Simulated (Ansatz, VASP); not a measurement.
# Two plane-wave programs on Nb

```
Nb
1.0
    -1.65304    1.65304    1.65304
     1.65304   -1.65304    1.65304
     1.65304    1.65304   -1.65304
Nb
1
Direct
  0.00000 0.00000 0.00000
```

Alike in both runs: functional r2SCAN; k mesh 20 × 20 × 20; occupations fermi-dirac, width 0.15 eV; no spin polarisation.

Ansatz relaxed the structure, and its values are those at the end. VASP's run is a single point on that final structure, the one shown.

```csv
,VASP,Ansatz
version,VASP 6.6.1,Ansatz 0.2.0
potentials or method,"VASP PAW PBE potentials, release 64 (Nb_sv)","scalar-relativistic, plane waves, PAW"
plane-wave cutoff (eV),520,500
valence electrons in the cell,13,13
```

Ansatz gave:

| Item | Value |
| --- | --- |
| gap on the k mesh at the Fermi level (eV) | none |
| pressure (GPa) | 0.0 |

Question: What did VASP give for the same quantities?

Answer: gap on the k mesh at the Fermi level (eV): none; pressure (GPa): -0.2.

A gap of «none» marks a metal or a gap that the smearing closes.

Caveats: the PAW data sets were made with another functional, which shifts forces and pressure a little (VASP).
